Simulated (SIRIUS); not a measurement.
Crystal: BaTiO3.

```
CELL_PARAMETERS angstrom
2.82737 1.63238 2.31839
-2.82737 1.63238 2.31839
0.00000 -3.26476 2.31839
ATOMIC_POSITIONS crystal
Ba 0.00000 0.00000 0.00000
Ti 0.48450 0.48450 0.48450
O 0.50860 0.01750 0.50860
O 0.01750 0.50860 0.50860
O 0.50860 0.50860 0.01750
```

* Program: SIRIUS 7.12.0
* Task: relaxation of cell and atoms
* Functional: PBEsol
* Dispersion: D3(BJ)
* Potentials or basis: PseudoDojo 0.4.1 PBE standard (scalar relativistic)
* Cutoff: 1152 eV
* Density cutoff: 4606 eV
* k mesh: 3 × 3 × 3
* Occupations: fermi-dirac, width 0.05 eV
* Spin: no spin polarisation

At the start: pressure -4.0 GPa; volume 12.84 Å³/atom.

**Question.** Where does the relaxation end?

**Answer.** Over 7 steps the energy falls by 5.3 meV/atom and the volume is 12.54 Å³/atom (-2.3 %); space group R3m (No. 160, to 0.05 Å).

Step by step:
| step | energy change (eV) | largest force (eV/Å) | pressure (GPa) | volume (Å³) |
| --- | --- | --- | --- | --- |
| 1 | 0.0000 | 0.2733 | -4.01 | 64.20 |
| 2 | -0.0063 | 0.1992 | -3.45 | 64.02 |
| 3 | -0.0227 | 0.2215 | -0.22 | 63.02 |
| 4 | -0.0240 | 0.1763 | -0.29 | 62.98 |
| 5 | -0.0261 | 0.0417 | -0.22 | 62.76 |
| 6 | -0.0262 | 0.0255 | -0.23 | 62.75 |
| 7 | -0.0263 | 0.0174 | -0.14 | 62.70 |

Final structure:
```xyz
5
Lattice="2.8049 1.6194 2.3005 -2.8049 1.6194 2.3005 0.0000 -3.2389 2.3005" Properties=species:S:1:pos:R:3 pbc="T T T"
Ba    0.0000    0.0000   -0.0252
Ti    0.0000    0.0000    3.3356
O     1.3906   -0.8029    2.3914
O    -1.3906   -0.8029    2.3914
O     0.0000    1.6057    2.3914
```

Caveat: the k mesh is coarse (spacing up to 0.52 Å⁻¹), so the values aren't converged; this release of the barium file is off; the potentials were made for another functional, which shifts forces and pressure.
